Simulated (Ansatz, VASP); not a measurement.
# TiB2: VASP beside Ansatz

INCAR

```
PREC = Accurate ; ENCUT = 520
EDIFF = 1E-7 ; ISMEAR = -1
SIGMA = 0.05 ; LREAL = F
LASPH = T ; NELM = 60
ALGO = Normal ; ISIF = 2
LWAVE = F ; LCHARG = F
GGA = PE ; NBANDS = 16
```

The input KPOINTS:

```
regular mesh
0
Gamma
  10 10 8
```

Contents of POSCAR:

```
TiB2
1.0
    3.0886111617      0.0000000000      0.0000000000
   -1.5443055808      2.6748157284      0.0000000000
    0.0000000000      0.0000000000      3.2917180359
Ti B
1 2
Direct
    0.0000000000      0.0000000000      0.0000000000
    0.6666666667      0.3333333333      0.5000000000
    0.3333333333      0.6666666667      0.5000000000
```

input.yaml

```yaml
crystal:
  lattice:
    - [3.0886111617, 0.0, 0.0]
    - [-1.5443055808, 2.6748157284, 0.0]
    - [0.0, 0.0, 3.2917180359]
  atoms:
    - { symbol: Ti, position: [0.0, 0.0, 0.0] }
    - { symbol: B, position: [0.6666666667, 0.3333333333, 0.5] }
    - { symbol: B, position: [0.3333333333, 0.6666666667, 0.5] }
kpoints:
  mp_grid: { grid: [10, 10, 8] }
scf:
  occupations: { method: fermi_dirac, width: 0.05 }
hamiltonian:
  xc: pbe
  pseudopotentials: { kind: all_electron, lapw: { basis_error: 0.001 } }
output:
  forces: true
  stress: true
  eigenvalues: true
```

Change from the starting cell: volume scaled by 1.06.

Alike in both runs: task single point; functional PBE; k mesh 10 × 10 × 8; occupations fermi-dirac, width 0.05 eV; no spin polarisation.

|  | VASP | Ansatz |
| --- | --- | --- |
| version | VASP 6.6.1 | Ansatz 0.2.0 |
| potentials or method | VASP PAW PBE potentials, release 64 (Ti_sv, B) | all-electron LAPW, scalar-relativistic |
| plane-wave cutoff (eV) | 520 | see its input |

Ansatz gave:

```
gap on the k mesh at the Fermi level (eV)       : none
pressure (GPa)                                  : -13.0
largest component of the traceless stress (GPa) : 1.71
```

Problem. What did VASP give for the same quantities?

Solution. gap on the k mesh at the Fermi level (eV): none; pressure (GPa): -12.9; largest component of the traceless stress (GPa): 1.69.

A gap of «none» marks a metal or a gap that the smearing closes. Ansatz ran all-electron here, so the differences hold the error of VASP's frozen core and of both bases.
